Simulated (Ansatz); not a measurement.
# SrO (Fm-3m) in Ansatz: further runs, part 2 of 3

Ansatz 0.2.0. Earlier steps stand in the parts before.

### Step 4. Relaxation of cell and atoms, PBEsol, target pressure 10 GPa, at which the enthalpy is minimised

Contents of input.yaml:

```yaml
crystal:
  lattice:
    - [0.0, 2.5663, 2.5663]
    - [2.5663, 0.0, 2.5663]
    - [2.5663, 2.5663, 0.0]
  atoms:
    - { symbol: Sr, position: [0.5, 0.5, 0.5] }
    - { symbol: O, position: [0.0, 0.0, 0.0] }
kpoints:
  mp_grid: { grid: [9, 9, 9] }
scf:
  occupations: { method: fermi_dirac, width: 0.05 }
hamiltonian:
  xc: pbesol
  pseudopotentials: { kind: all_electron, lapw: { basis_error: 0.001 } }
output:
  forces: true
  stress: true
relax:
  f_tol: 0.005
  max_steps: 60
  cell: { p_target: 10 }
```

Potentials or basis: all-electron LAPW, scalar-relativistic.

The run is started by

```sh
> ansatz run input.yaml --threads 1 --pin off --max-ram 3072MiB --backend cpu --events-out ev --progress --plain --runs-dir out
```

The program printed:

```text
Warning: RAYON_NUM_THREADS=1 ignored (pool sized by the plan → 1); use --threads N
The last accepted step is kept in <dir> (removed where the run ends without a failure and the disk answers)
LAPW: plane waves up to 7.760 Å⁻¹, error target 1.0e-3 eV per atom; small_component_spin mean_spin; O in spheres of 1.198 Å, 6 of its electrons in bands, Dirac shells []; Sr in spheres of 1.291 Å, 28 of its electrons in bands, Dirac shells [] (how accurate: hamiltonian.pseudopotentials.lapw.basis_error, Limitations)
Engine: ansatz 0.2.0, aarch64-unknown-linux-gnu
Pseudopotentials: kind: all_electron
Pseudopotential: Sr, LAPW, valence charge 28, lapw/all_electron/scalar/gaussian/Sr, Koelling and Harmon's equation, gaussian nucleus
Pseudopotential: O, LAPW, valence charge 6, lapw/all_electron/scalar/gaussian/O, Koelling and Harmon's equation, gaussian nucleus
Functional definition: PBEsol
  exchange = pbesol_x
  correlation = pbesol_c
Crystal: 2 atoms, lattice volume = 33.803 Å³
Basis set: ecut = 229.4279854399081 eV, 283 PW (Γ), exchange–correlation at level 2
Bands: 21, of which v1, the nominal top of the filled ones, is band 17 counted from 1 (16 counted from 0)
Symmetry: 48 space group operations
Space group: Fm-3m (ITA 225), of the structure as read, at distance tolerance 3.2e-5 Å
k-points: 35 of 729
Non-local potential: Sr, projectors of the file, none
Non-local potential: O, projectors of the file, none
Initial density: superposition of atomic densities (chi_scale 0.1, normalization cell, long waves kept (reshape's long-wave potential 0.00 eV rms))
Initial wavefunctions: plane waves of lowest kinetic energy (no species holds an atomic orbital)
Functional: x = pbesol(κ = 0.804, μ = 0.12345679012345678), c = pbesol(β = 0.046)
iter 1 solved again at ethr=8.25e-3 eV; its pass at ethr=1.00e-1 eV (dr2=2.81e0 eV) is discarded
SCF iter   1: F=—  HF=-88513.950781 eV  |F-HF|=—  |Δ(HF+E_count)|=         —  Δρ=7.33e-2  dr2=2.80e0  ethr=8.25e-3  ⟨swp⟩=2.0  Hψ=4537  notcnv=0
preconditioner: auto → none  [insulator: Δε(μ)=6.265 eV  Ē_g=17.221 eV  σ=0.050 eV  W_gap=1.00  n_scr=14 (ndim 8)  ℏωp=23.9 eV  f_vac=0.000  D(μ)=0.00/eV (n_scr^D=0)  ε∞_Penn≈2.9]
SCF iter   2: F=—  HF=-88513.352644 eV  |F-HF|=—  |Δ(HF+E_count)|=   5.98e-1  Δρ=4.24e-2  dr2=8.53e-1  ethr=8.25e-3  ⟨swp⟩=3.0  Hψ=2369  notcnv=0
[... 52 lines left out ...]
SCF iter   2: F=-88511.887122 eV  HF=-88511.887122 eV  |F-HF|=1.41e-9  |Δ(HF+E_count)|=   5.65e-6  Δρ=3.47e-6  dr2=3.02e-9  ethr=5.52e-11  ⟨swp⟩=3.0  Hψ=2286  notcnv=0
SCF 5 converged in 2 iterations: F = -88511.887122 eV  dr2 = 3.02e-9
relax step   5: F+E_penalty+E_count = -88511.88712225 eV  Δ(F+E_penalty+E_count) = +1.391e-3 eV  max|allowed force component| = 3.616e-31 eV/Å  Δτ_max = 0.0000 Å  P = +9.998 GPa  Ω = 30.792 Å³  (2 SCF iters, accepted)
iter 1 solved again at ethr=8.94e-12 eV; its pass at ethr=1.00e-1 eV (dr2=3.04e-9 eV) is discarded
SCF iter   1: F=—  HF=-88511.887119 eV  |F-HF|=—  |Δ(HF+E_count)|=         —  Δρ=3.47e-6  dr2=3.07e-9  ethr=8.94e-12  ⟨swp⟩=3.0  Hψ=3745  notcnv=0
preconditioner: auto → none  [insulator: Δε(μ)=3.179 eV  Ē_g=16.500 eV  σ=0.050 eV  W_gap=1.00  n_scr=14 (ndim 8)  ℏωp=25.0 eV  f_vac=0.071  D(μ)=0.00/eV (n_scr^D=0)  ε∞_Penn≈3.3]
SCF iter   2: F=-88511.887124 eV  HF=-88511.887124 eV  |F-HF|=1.73e-9  |Δ(HF+E_count)|=   5.65e-6  Δρ=1.93e-6  dr2=1.05e-9  ethr=8.94e-12  ⟨swp⟩=3.0  Hψ=2380  notcnv=0
SCF 6 converged in 2 iterations: F = -88511.887124 eV  dr2 = 1.05e-9
relax step   6: F+E_penalty+E_count = -88511.88712422 eV  Δ(F+E_penalty+E_count) = -1.971e-6 eV  max|allowed force component| = 6.245e-31 eV/Å  Δτ_max = 0.0000 Å  P = +9.998 GPa  Ω = 30.792 Å³  stress off target by 1.52e-3 GPa  SCF on the basis re-selected at this cell (its energy is not comparable with the rows above)  (2 SCF iters)
basis re-selected at this cell: Δ(F+E_penalty+E_count) = -1.971e-6 eV, ΔP = +0.000 GPa vs the last step (what re-selecting the basis moved, after the strain that the cell walked since its last selection, with what the two solves' SCF thresholds leave and, on support functions, any second-order correction that the steps lacked; it is no measure of the basis error at this ecutwfc). This SCF's stress stands 1.52e-3 GPa from its target on what of the cell is left free (relax.cell.stress_tol is 5.00e-2 GPa) and its largest allowed force component is 6.25e-31 eV/Å (relax.f_tol is 5.00e-3 eV/Å): within both
SCF converged after 2 iterations
Free energy (F): -88511.887124 eV
Harris-Foulkes:  -88511.887124 eV  (|F-HF|=1.73e-9)
Internal energy: -88511.887124 eV  (E = F + TS)
E sigma→0 (E₀):  -88511.887124 eV
Fermi energy:    12.155563 eV
--- Per-component energies (eV) ---
  E_band       = -3131.529732
  E_kinetic    = 91070.784362
  E_xc         = -3040.059723
  E_electrostatic = -176542.611763  (all electrons and nuclei)
  E_smearing   = -0.000000  (= −TS)
  E_closure    = 0.000000  (closes the sum)
  E_atoms      = -88499.320332  (free atoms, spherical and without spin; not in F)
  Σ components = -88511.887124   (vs F -88511.887124, Δ=0.00e0)
  Basis errors (estimates in eV, not in F): energy 4.6e-4 per atom: plane waves 4.4e-4 (2.4e-4 summed), levels above the bands 1.9e-44, relativity 6.4e-8, radial functions 2.5e-5, core shells 1.8e-7; eigenvalues (radial functions only) 2.0e-5; not estimated: angular momenta, meshes, grids; target (lapw.basis_error) 1.0e-3; muffin-tin radii O 1.162 Å, Sr 1.251 Å
--- Forces (eV/Å), atoms counted from 1 ---
  atom   1  Sr     0.00000000     0.00000000     0.00000000
  atom   2  O      0.00000000     0.00000000    -0.00000000
  max |Σ_I F_I| component: 1.38e-30 eV/Å
--- Stress (GPa, compression-positive) ---
        9.998479      -0.000000      -0.000000
       -0.000000       9.998479      -0.000000
       -0.000000      -0.000000       9.998479
  P = ⅓ Tr σ = 9.9985 GPa (99.985 kbar)
--- Relaxed structure (5 steps of the walk, 5 accepted, 1 SCFs on fresh bases) ---
  F+E_penalty+E_count = -88511.88712422 eV   max|allowed force component| = 6.245e-31 eV/Å   (the final SCF, on the basis selected at the relaxed cell)
  cell:  # Å, volume = 30.7924 Å³
    - [-3.309591611425314e-33, 2.487736244045412, 2.487736244045412]
    - [2.487736244045412, 1.1225741512385312e-33, 2.487736244045412]
    - [2.487736244045412, 2.487736244045412, -6.615904578386656e-34]
  atoms:
    - { symbol: Sr, position: [0.5, 0.5, 0.5] }
    - { symbol: O, position: [-9.380869074090086e-36, 2.6579129043257556e-35, 3.908695447537918e-35] }
```

Run time: 22 s. Hardware: 1 thread of Arm Neoverse V1, shared host; peak memory 0.27 GiB.

What came out:

```yaml
Free_energy: -88511.8871 eV
Relaxed_volume: 15.40 Å³/atom
Relaxed_cell: a = 3.518 Å, b = 3.518 Å, c = 3.518 Å, α = 60.00°, β = 60.00°, γ = 60.00°
Space_group_after_relaxing_to_0.05_Å: Fm-3m (No. 225)
Energy_change_on_relaxing_the_enthalpy_is_what_falls: +40.3 meV/atom
Ionic_steps: 6
Pressure_after_relaxing: 10.0 GPa
Band_gap_on_the_k_mesh: 3.18 eV
```

The path:
```csv
step,energy change (eV),largest force (eV/Å),volume (Å³)
1,0.0000,0.0000,33.80
2,0.2305,0.0000,29.10
3,0.0651,0.0000,31.06
4,0.0792,0.0000,30.81
5,0.0806,0.0000,30.79
6,0.0806,0.0000,30.79
```

Final structure:
```
Sr O
1.0
     0.00000    2.48774    2.48774
     2.48774    0.00000    2.48774
     2.48774    2.48774    0.00000
Sr O
1 1
Cartesian
  2.4877 2.4877 2.4877
  0.0000 0.0000 0.0000
```

Caveat: an odd mesh through Γ misses points on the zone boundary, where band edges often lie.

### Step 5. Relaxation of cell and atoms, PBEsol, target pressure 20 GPa, at which the enthalpy is minimised

input.yaml, as its differences from that of step 4:

```diff
@@ -21,2 +21,2 @@
   max_steps: 60
-  cell: { p_target: 10 }
+  cell: { p_target: 20 }
```

Potentials or basis: all-electron LAPW, scalar-relativistic.

The run is started by

```sh
> ansatz run input.yaml --threads 1 --pin off --max-ram 3072MiB --backend cpu --events-out ev --progress --plain --runs-dir out
```

The program printed:

```text
Warning: RAYON_NUM_THREADS=1 ignored (pool sized by the plan → 1); use --threads N
The last accepted step is kept in <dir> (removed where the run ends without a failure and the disk answers)
LAPW: plane waves up to 7.760 Å⁻¹, error target 1.0e-3 eV per atom; small_component_spin mean_spin; O in spheres of 1.198 Å, 6 of its electrons in bands, Dirac shells []; Sr in spheres of 1.291 Å, 28 of its electrons in bands, Dirac shells [] (how accurate: hamiltonian.pseudopotentials.lapw.basis_error, Limitations)
Engine: ansatz 0.2.0, aarch64-unknown-linux-gnu
Pseudopotentials: kind: all_electron
Pseudopotential: Sr, LAPW, valence charge 28, lapw/all_electron/scalar/gaussian/Sr, Koelling and Harmon's equation, gaussian nucleus
Pseudopotential: O, LAPW, valence charge 6, lapw/all_electron/scalar/gaussian/O, Koelling and Harmon's equation, gaussian nucleus
Functional definition: PBEsol
  exchange = pbesol_x
  correlation = pbesol_c
Crystal: 2 atoms, lattice volume = 33.803 Å³
Basis set: ecut = 229.4279854399081 eV, 283 PW (Γ), exchange–correlation at level 2
Bands: 21, of which v1, the nominal top of the filled ones, is band 17 counted from 1 (16 counted from 0)
Symmetry: 48 space group operations
Space group: Fm-3m (ITA 225), of the structure as read, at distance tolerance 3.2e-5 Å
k-points: 35 of 729
Non-local potential: Sr, projectors of the file, none
Non-local potential: O, projectors of the file, none
Initial density: superposition of atomic densities (chi_scale 0.1, normalization cell, long waves kept (reshape's long-wave potential 0.00 eV rms))
Initial wavefunctions: plane waves of lowest kinetic energy (no species holds an atomic orbital)
Functional: x = pbesol(κ = 0.804, μ = 0.12345679012345678), c = pbesol(β = 0.046)
iter 1 solved again at ethr=8.25e-3 eV; its pass at ethr=1.00e-1 eV (dr2=2.81e0 eV) is discarded
SCF iter   1: F=—  HF=-88513.950781 eV  |F-HF|=—  |Δ(HF+E_count)|=         —  Δρ=7.33e-2  dr2=2.80e0  ethr=8.25e-3  ⟨swp⟩=2.0  Hψ=4537  notcnv=0
preconditioner: auto → none  [insulator: Δε(μ)=6.265 eV  Ē_g=17.221 eV  σ=0.050 eV  W_gap=1.00  n_scr=14 (ndim 8)  ℏωp=23.9 eV  f_vac=0.000  D(μ)=0.00/eV (n_scr^D=0)  ε∞_Penn≈2.9]
SCF iter   2: F=—  HF=-88513.352644 eV  |F-HF|=—  |Δ(HF+E_count)|=   5.98e-1  Δρ=4.24e-2  dr2=8.53e-1  ethr=8.25e-3  ⟨swp⟩=3.0  Hψ=2369  notcnv=0
[... 51 lines left out ...]
SCF converged after 2 iterations
Free energy (F): -88511.712133 eV
Harris-Foulkes:  -88511.712133 eV  (|F-HF|=4.95e-10)
Internal energy: -88511.712133 eV  (E = F + TS)
E sigma→0 (E₀):  -88511.712133 eV
Fermi energy:    13.057951 eV
--- Per-component energies (eV) ---
  E_band       = -3093.171437
  E_kinetic    = 91075.575521
  E_xc         = -3041.209881
  E_electrostatic = -176546.077773  (all electrons and nuclei)
  E_smearing   = -0.000000  (= −TS)
  E_closure    = 0.000000  (closes the sum)
  E_atoms      = -88499.320332  (free atoms, spherical and without spin; not in F)
  Σ components = -88511.712133   (vs F -88511.712133, Δ=0.00e0)
  Basis errors (estimates in eV, not in F): energy 4.8e-4 per atom: plane waves 4.5e-4 (2.5e-4 summed), levels above the bands 1.5e-45, relativity 5.3e-8, radial functions 2.3e-5, core shells 3.1e-7; eigenvalues (radial functions only) 2.3e-5; not estimated: angular momenta, meshes, grids; target (lapw.basis_error) 1.0e-3; muffin-tin radii O 1.137 Å, Sr 1.225 Å
--- Forces (eV/Å), atoms counted from 1 ---
  atom   1  Sr     0.00000000    -0.00000000     0.00000000
  atom   2  O      0.00000000     0.00000000    -0.00000000
  max |Σ_I F_I| component: 1.35e-30 eV/Å
--- Stress (GPa, compression-positive) ---
       19.996721      -0.000000       0.000000
       -0.000000      19.996721      -0.000000
        0.000000      -0.000000      19.996721
  P = ⅓ Tr σ = 19.9967 GPa (199.967 kbar)
--- Relaxed structure (4 steps of the walk, 4 accepted, 1 SCFs on fresh bases) ---
  F+E_penalty+E_count = -88511.71213323 eV   max|allowed force component| = 3.780e-31 eV/Å   (the final SCF, on the basis selected at the relaxed cell)
  cell:  # Å, volume = 28.8889 Å³
    - [3.643194117273109e-33, 2.43538135205339, 2.43538135205339]
    - [2.43538135205339, 1.4776578895397212e-33, 2.43538135205339]
    - [2.43538135205339, 2.43538135205339, 3.8215601621993066e-34]
  atoms:
    - { symbol: Sr, position: [0.5, 0.5, 0.5] }
    - { symbol: O, position: [-1.2507825432115277e-35, 1.9543477237683658e-35, 1.7979999058667946e-35] }
```

Wall time 18 s (1 thread of Arm Neoverse V1, shared host); peak memory 0.27 GiB.

Results:

```
Free energy                                            : -88511.7121 eV
Relaxed volume                                         : 14.44 Å³/atom
Relaxed cell                                           : a = 3.444 Å, b = 3.444 Å, c = 3.444 Å, α = 60.00°, β = 60.00°, γ = 60.00°
Space group after relaxing (to 0.05 Å)                 : Fm-3m (No. 225)
Energy change on relaxing (the enthalpy is what falls) : +127.8 meV/atom
Ionic steps                                            : 5
Pressure after relaxing                                : 20.0 GPa
Band gap on the k mesh                                 : 3.03 eV
```

Step by step:
```tsv
step	energy change (eV)	largest force (eV/Å)	volume (Å³)
1	0.0000	0.0000	33.80
2	0.2305	0.0000	29.10
3	0.2623	0.0000	28.84
4	0.2556	0.0000	28.89
5	0.2556	0.0000	28.89
```

Final structure:
```
Sr O
1.0
     0.00000    2.43538    2.43538
     2.43538    0.00000    2.43538
     2.43538    2.43538    0.00000
Sr O
1 1
Direct
  0.50000 0.50000 0.50000
  0.00000 0.00000 0.00000
```

Caveat: an odd mesh through Γ misses points on the zone boundary, where band edges often lie.

(Continued in part 3 of 3.)
